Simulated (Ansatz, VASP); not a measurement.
## One calculation of Mg, two programs

INCAR

```
SYSTEM = Mg
ALGO = Normal
EDIFF = 1E-7
ENCUT = 520
GGA = RE
ISIF = 2
ISMEAR = 1
ISPIN = 2
IVDW = 12
LASPH = .True.
LCHARG = .False.
LORBIT = 11
LREAL = .False.
LWAVE = .False.
MAGMOM = 0.08
NBANDS = 11
NELM = 150
PREC = Accurate
SIGMA = 0.05
```

KPOINTS

```
k-points
0
Gamma
  11 11 11
  0 0 0
```

File POSCAR:

```
Mg
1.0
   -1.8359916300      1.8359916300      1.6794040200
    1.8359916300     -1.8359916300      1.6794040200
    1.8359916300      1.8359916300     -1.6794040200
Mg
1
Direct
    0.0000000000      0.0000000000      0.0000000000
```

input.yaml

```yaml
crystal:
  lattice:
    - [-1.83599163, 1.83599163, 1.67940402]
    - [1.83599163, -1.83599163, 1.67940402]
    - [1.83599163, 1.83599163, -1.67940402]
  atoms:
    - { symbol: Mg, position: [0.0, 0.0, 0.0], spin: 0.08 }
kpoints:
  mp_grid: { grid: [11, 11, 11] }
  band_path:
    path:
      - [0.0, 0.0, 0.0]
      - [0.0, 0.0, 0.5]
      - [-0.5, 0.5, 0.5]
      - [0.0, 0.0, 0.0]
      - [0.4591746214, 0.4591746214, -0.4591746214]
      - [0.25, 0.25, 0.25]
      - [0.0, 0.5, 0.0]
      - [-0.4591746214, 0.5408253786, 0.4591746214]
    npoints: 12
scf:
  occupations: { method: methfessel_paxton, width: 0.05 }
  convergence: { dr2_threshold: 1.0e-06 }
  algorithm: density_mixing
hamiltonian:
  xc: revpbe
  dispersion: d3bj
  pseudopotentials: { kind: all_electron, lapw: { basis_error: 0.001 } }
magnetization:
  spin_polarized: true
output:
  forces: true
  stress: true
  eigenvalues: true
```

This isn't the form of Mg at room conditions, which is hcp.

Alike in both runs: functional revPBE; dispersion D3(BJ); k mesh 11 × 11 × 11; occupations methfessel-paxton of order 1, width 0.05 eV; collinear spin.

|  | VASP | Ansatz |
| --- | --- | --- |
| version | VASP 6.6.1 | Ansatz 0.2.0 |
| potentials or method | VASP PAW PBE potentials, release 64 (Mg) | all-electron LAPW, scalar-relativistic |
| plane-wave cutoff (eV) | 520 | see its input |
| task | single point | band structure |

```csv
,VASP,Ansatz,Ansatz less VASP
gap on the k mesh at the Fermi level (eV),none,none,-
pressure (GPa),-2.4,-2.3,+0.14
largest component of the traceless stress (GPa),0.55,0.55,+0.006
net moment per atom (μB),0.00,0.00,0.000
dispersion energy (meV/atom),-550.4,-550.5,-0.07
```

A gap of «none» marks a metal or a gap that the smearing closes. Ansatz ran all-electron here, so the differences hold the error of VASP's frozen core and of both bases.

Caveats: pairwise dispersion overbinds metals, which lowers pressure and volume; the PAW data sets were made with another functional, which shifts forces and pressure a little (VASP); the starting moments weren't kept (Ansatz); the thresholds are loose for stress (Ansatz).
